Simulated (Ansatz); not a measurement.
# Stack of 1T-NbTe2 under Sb2Se3 quintuple layer, upper layer turned by 180° in a perpendicular field, part 3 of 3

Aim: how the stack of 1T-NbTe2 under Sb2Se3 quintuple layer, upper layer turned by 180° screens a field along its normal, and what the field does to its bands. A positive field points along +c.

Ansatz 0.2.0; plane-wave DFT, PBE-D3(BJ), Ansatz PAW.

So far. Step 6 (Single point, field 0.5 V/Å): The dipole is 0.559 e·Å, 0.557 e·Å from its value without field. Step 7 (Atoms held, field -0.3 V/Å): The dipole is -0.331 e·Å, -0.332 e·Å from its value without field.

### Step 8. Response, atoms held

This step: plane-wave DFT, PBE-D3(BJ), Ansatz PAW; response to a field along the normal, atoms held (Ansatz 0.2.0).

The dipoles give the slope, and the difference of two potentials shows where the field is screened.

Numbers from this step:

| Quantity | Value |
| --- | --- |
| equivalent conductor thickness p/(ε₀AE) | 15.63 Å |
| distance between the outer atoms | 13.57 Å |

Table of dipole of the cell by applied field:

```
applied field (V/Å)  dipole of the cell (e·Å)
             -0.300                    -0.331
             -0.100                    -0.109
              0.000                   0.00148
              0.100                     0.112
              0.500                     0.559
```

Local field over the applied field, running mean. From the potentials at -0.1 and 0.1 V/Å; running mean over 2.5 Å. Local field over applied field against z:

```
z (Å)  local field over applied field
    5                           0.991
    6                           0.940
    7                           0.728
    8                           0.390
    9                           0.107
   10                          0.0292
   11                          0.0196
   12                          0.0249
   13                          0.0629
   14                          0.0956
   15                          0.0687
   16                          0.0160
   17                         0.00938
   18                          0.0178
   19                          0.0178
   20                          0.0200
   21                          0.0124
   22                          0.0488
   23                           0.271
   24                           0.623
   25                           0.899
   26                           0.985
   27                           0.998
```

Electrons, planar mean, per unit field. Table of induced electron density by z:

```
z (Å)  induced electron density (e/Å³ per V/Å)
  4.5                                   1.5e-5
  5.0                                   4.2e-5
  5.5                                   1.2e-4
  6.0                                   3.0e-4
  6.5                                   7.4e-4
  7.0                                  0.00167
  7.5                                  0.00301
  8.0                                  0.00308
  8.5                                  0.00104
  9.0                                   5.8e-4
  9.5                                   6.1e-4
 10.0                                  -2.2e-4
 10.5                                  -5.3e-4
 11.0                                   2.3e-4
 11.5                                   2.3e-4
 12.0                                   2.1e-5
 12.5                                  -1.5e-4
 13.0                                  -4.6e-4
 13.5                                  -8.0e-4
 14.0                                  -1.5e-4
 14.5                                   6.1e-4
 15.0                                   6.3e-4
 15.5                                   4.1e-4
 16.0                                   1.5e-4
 16.5                                  -1.7e-4
 17.0                                  -2.4e-4
 17.5                                  -4.1e-5
 18.0                                   5.7e-5
 18.5                                   1.1e-4
 19.0                                   3.5e-5
 19.5                                  -1.0e-4
 20.0                                  -1.3e-4
 20.5                                  -8.7e-5
 21.0                                   4.2e-4
 21.5                                   2.9e-4
 22.0                                  -6.0e-4
 22.5                                  -7.8e-4
 23.0                                 -0.00182
 23.5                                 -0.00343
 24.0                                 -0.00262
 24.5                                 -0.00127
 25.0                                  -5.1e-4
 25.5                                  -2.0e-4
 26.0                                  -7.0e-5
 26.5                                  -2.4e-5
 27.0                                  -8.1e-6
```

By hand: between -0.1 and 0.1 V/Å the dipole changes by 0.2218 e·Å, a slope of 1.109 e·Å²/V. A perfect conductor of thickness t has p = ε₀AEt, so t = 180.95 × 1.109 / 12.845 = 15.63 Å (e/ε₀ = 180.95 V·Å, A in Å²).

The induced dipole is that of a conductor 15.63 Å thick.

### Step 9. A changed input: basis.xc_grid = 3

This step: plane-wave DFT, PBE-D3(BJ), Ansatz PAW (Ansatz 0.2.0).

A run with a changed input: it repeats the earlier run at 0.1 V/Å with basis.xc_grid to 3.

input.yaml reads:

```yaml
crystal:
  lattice:
    - [3.8511794803, 0.0, 0.0]
    - [-1.9255897401, 3.3352192645, 0.0]
    - [0.0, 0.0, 31.5688305343]
  atoms:
    - { symbol: Te, position: [0.6666666667, 0.3333333333, 0.2850913337] }
    - { symbol: Nb, position: [0.0, 0.0, 0.3410662911] }
    - { symbol: Te, position: [0.3333333333, 0.6666666667, 0.3964462519] }
    - { symbol: Se, position: [0.0, 0.0, 0.4880158421] }
    - { symbol: Sb, position: [0.6666666667, 0.3333333333, 0.539920941] }
    - { symbol: Se, position: [0.3333333333, 0.6666666667, 0.6015106151] }
    - { symbol: Sb, position: [0.0, 0.0, 0.6631037639] }
    - { symbol: Se, position: [0.6666666667, 0.3333333333, 0.7149086663] }
kpoints:
  mp_grid: { grid: [12, 12, 1] }
  band_path:
    path: [[0, 0, 0], [0.5, 0, 0], [0.33333333, 0.33333333, 0], [0, 0, 0]]
    npoints: 16
hamiltonian:
  xc: pbe
  dispersion: d3bj
scf:
  occupations: { method: fermi_dirac, width: 0.05 }
  convergence: { dr2_threshold: 1.0e-10 }
efield:
  axis: 3
  dipole_correction: true
  ramp_position: 0.9652
  ramp_width: 0.064
  amplitude: 0.1
output:
  write_potential: true
  write_density: true
  volumetric_format: npy
basis:
  xc_grid: 3
```

Run with:

```bash
> ansatz run input.yaml --threads 4 --pin off --max-ram 12288MiB --backend cpu --events-out ev --progress --plain --runs-dir out
```

Numbers of over 12 decimals in the logs are rounded to 6 here.

What it wrote:

```text
[...]
Crystal: 8 atoms, lattice volume = 405.487 Å³
Basis set: ecut = 420 eV, 7965 PW (Γ), exchange–correlation on 81×81×648 points (27 copies of the dense FFT grid, shifted against one another)
Bands: 74, of which v1, the nominal top of the filled ones, is band 62 counted from 1 (61 counted from 0)
Symmetry: 6 space group operations
[...]
k-points: 19 of 144 (time reversal used)
[...]
SCF iter   1: F=—  HF=-47895.240158 eV  |F-HF|=—  |Δ(HF+E_count)|=         —  Δρ=2.91e-2  dr2=6.83e0  ethr=3.10e-3  p=0.113 e·Å  D=5.04e-2 V/Å  ΔV_dip=-1.59 eV  dr2_dipole=6.19e-5  V_vac-E_F(+/−)=5.45/4.15 eV  ⟨swp⟩=8.9  Hψ=5788  notcnv=0  defer=3
[...]
SCF iter  17: F=-47893.774396 eV  HF=-47893.774396 eV  |F-HF|=1.46e-11  |Δ(HF+E_count)|=  8.73e-10  Δρ=5.22e-8  dr2=3.80e-11  ethr=1.00e-12  p=0.112 e·Å  D=5.02e-2 V/Å  ΔV_dip=-1.58 eV  dr2_dipole=7.43e-12  V_vac-E_F(+/−)=5.34/4.04 eV  ⟨swp⟩=12.4  Hψ=4144  notcnv=0
SCF 1 converged in 17 iterations: F = -47893.774396 eV  dr2 = 3.80e-11
[...]
SCF converged after 17 iterations
Free energy (F): -47893.774396 eV
[...]
Internal energy: -47893.756338 eV  (E = F + TS)
E sigma→0 (E₀):  -47893.765367 eV
Entropy (-TS):   -0.018058 eV (-2.257 meV/atom)
Fermi energy:    3.157985 eV
Dipole field:    D = 0.050190 V/Å  (p = 0.112469 e·Å, saw-weighted, corrected)
Work function:   not extracted (applied field tilts the vacuum); planar V_es + V_field profile in the machine report
[...]
--- Band table (eV; the first three rows and the last of 19) ---
  k-point 0: bands = [... 58 lower, 2.8761, 3.0635, 3.0635, 3.4736, 3.6705, 3.6705, 3.9559, 4.5160, ... 8 higher]
  k-point 1: bands = [... 58 lower, 2.5321, 2.7662, 2.9740, 3.2522, 3.9297, 3.9408, 4.2435, 4.5574, ... 8 higher]
  k-point 2: bands = [... 58 lower, 2.2256, 2.3698, 2.7170, 3.0672, 4.1142, 4.2401, 4.3891, 4.8280, ... 8 higher]
  k-point 18: bands = [... 58 lower, 0.8428, 1.7292, 1.8153, 3.8686, 3.9160, 4.1654, 4.3193, 5.1000, ... 8 higher]
```

Run time: 27 s. Hardware: 4 threads of Intel Xeon Platinum 8488C (Sapphire Rapids), shared host; peak memory 1.6 GiB.

This step gave:

| Item | Value |
| --- | --- |
| energy at zero smearing | -47893.7654 eV |
| dipole along the normal | 0.1125 e·Å |

Electronic bands along the path, in eV, zero at the Fermi level:

```
  point  band 58  band 59  band 60  band 61  band 62  band 63  band 64  band 65
      Γ    -1.12    -0.28    -0.09    -0.09     0.32     0.51     0.51     0.80
halfway    -1.61    -1.14    -1.02    -0.50    -0.35     0.74     1.17     1.31
      M    -1.98    -1.90    -1.10    -0.97    -0.68     0.66     1.04     1.41
halfway    -2.34    -1.98    -1.63    -1.05     0.18     0.97     1.11     1.32
      K    -2.45    -2.32    -1.43    -1.34     0.71     0.76     1.01     1.16
halfway    -1.96    -1.24    -0.90    -0.81     0.12     0.77     1.20     1.48
      Γ    -1.12    -0.28    -0.09    -0.09     0.32     0.51     0.51     0.80
```

```
                     quantity  this run  earlier run  difference
dipole along the normal (e·Å)    0.1125       0.1125     -3.4e-6
```

The dipole moves by under 0.5 % or 5e-5 e·Å.

Of the bands kept, 1 crosses the Fermi level on this path.

### Step 10. A changed input

Another changed input: it repeats the earlier run at 0.1 V/Å with kpoints.mp_grid.grid from [12, 12, 1] to [15, 15, 1], scf.eigensolver.kind to davidson and basis.precision to f64.

input.yaml, as its differences from that of step 9:

```diff
@@ -15,3 +15,3 @@
 kpoints:
-  mp_grid: { grid: [12, 12, 1] }
+  mp_grid: { grid: [15, 15, 1] }
   band_path:
@@ -25,2 +25,3 @@
   convergence: { dr2_threshold: 1.0e-10 }
+  eigensolver: { kind: davidson }
 efield:
@@ -36,2 +37,2 @@
 basis:
-  xc_grid: 3
+  precision: f64
```

What it wrote:

```text
[...]
Crystal: 8 atoms, lattice volume = 405.487 Å³
Basis set: ecut = 420 eV, 7965 PW (Γ)
Bands: 74, of which v1, the nominal top of the filled ones, is band 62 counted from 1 (61 counted from 0)
Symmetry: 6 space group operations
[...]
k-points: 27 of 225 (time reversal used)
[...]
SCF iter  18: F=-47893.771682 eV  HF=-47893.771682 eV  |F-HF|=1.02e-10  |Δ(HF+E_count)|=  2.18e-11  Δρ=4.79e-8  dr2=1.62e-11  ethr=1.61e-12 (applied; sched 1.00e-12)  p=0.113 e·Å  D=5.02e-2 V/Å  ΔV_dip=-1.59 eV  dr2_dipole=1.29e-12  V_vac-E_F(+/−)=5.32/4.01 eV  ⟨swp⟩=2.0  Hψ=3671  notcnv=0
SCF 1 converged in 18 iterations: F = -47893.771682 eV  dr2 = 1.62e-11
[...]
SCF converged after 18 iterations
Free energy (F): -47893.771682 eV
[...]
Internal energy: -47893.747174 eV  (E = F + TS)
E sigma→0 (E₀):  -47893.759428 eV
Entropy (-TS):   -0.024508 eV (-3.063 meV/atom)
Fermi energy:    3.181759 eV
Dipole field:    D = 0.050216 V/Å  (p = 0.112527 e·Å, saw-weighted, corrected)
Work function:   not extracted (applied field tilts the vacuum); planar V_es + V_field profile in the machine report
[...]
--- Band table (eV; the first three rows and the last of 27) ---
  k-point 0: bands = [... 58 lower, 2.8770, 3.0680, 3.0680, 3.4756, 3.6708, 3.6708, 3.9568, 4.5157, ... 8 higher]
  k-point 1: bands = [... 58 lower, 2.7060, 2.8536, 2.9830, 3.3048, 3.8684, 3.8864, 4.1706, 4.4789, ... 8 higher]
  k-point 2: bands = [... 58 lower, 2.4611, 2.5192, 2.7481, 3.1547, 4.0597, 4.1438, 4.4018, 4.7510, ... 8 higher]
  k-point 26: bands = [... 58 lower, 0.8435, 1.7287, 1.8147, 3.8692, 3.9210, 4.1686, 4.3217, 5.1002, ... 8 higher]
```

The job ended after 48 s (4 threads; peak memory 1.5 GiB; 3.2 min of CPU time).

Numbers from this step:

```
energy at zero smearing : -47893.7594 eV
```

The electronic bands at the labelled points (eV, zero at the Fermi level):

```
  point  band 58  band 59  band 60  band 61  band 62  band 63  band 64  band 65
      Γ    -1.15    -0.30    -0.11    -0.11     0.29     0.49     0.49     0.78
halfway    -1.64    -1.16    -1.04    -0.52    -0.37     0.72     1.15     1.29
      M    -2.01    -1.93    -1.13    -0.99    -0.70     0.64     1.02     1.39
halfway    -2.36    -2.00    -1.66    -1.08     0.16     0.94     1.09     1.30
      K    -2.47    -2.34    -1.45    -1.37     0.69     0.74     0.99     1.14
halfway    -1.98    -1.27    -0.92    -0.84     0.10     0.75     1.18     1.46
      Γ    -1.15    -0.30    -0.11    -0.11     0.29     0.49     0.49     0.78
```

```
                     quantity  this run  earlier run  difference
dipole along the normal (e·Å)    0.1125       0.1125      5.4e-5
```

The dipole moves by under 0.5 % or 5e-5 e·Å. The run took 18 SCF cycles against 17.

Of the bands kept, 1 crosses the Fermi level on this path.

### Step 11. Results

```yaml
gap_without_field: none
work_function_upper_face: 4.69 eV
step_between_the_vacuum_levels: -0.0209 eV
equivalent_conductor_thickness_atoms_held: 15.6 Å
```

The induced dipole equals that of a perfect conductor 15.63 Å thick, while the outer atoms lie 13.57 Å apart. The two faces differ: the vacuum level above lies 0.02 eV lower than the one below. There is no gap over 0.03 eV, with or without the field. The first relaxation ran with spin and lost its moment, and the later runs have none; other magnetic states were not tried. Spin-orbit coupling is left out, which matters for the bands of elements this heavy.

[Logs are printed without paths, hosts, clocks, repeated set-up lines and the standing remarks that a program may print on its own settings, such as how far it seeks lower states.]

[Hosts, paths, dates, database ids (printed as entryN), source tags and the programs' standing remarks are cut or masked in the printed files.]

[Maps of the electrostatic potential energy from Ansatz leave out the sawtooth potential of an applied field or a dipole correction, so their vacuum need not be flat; planar profiles and work functions include it.]
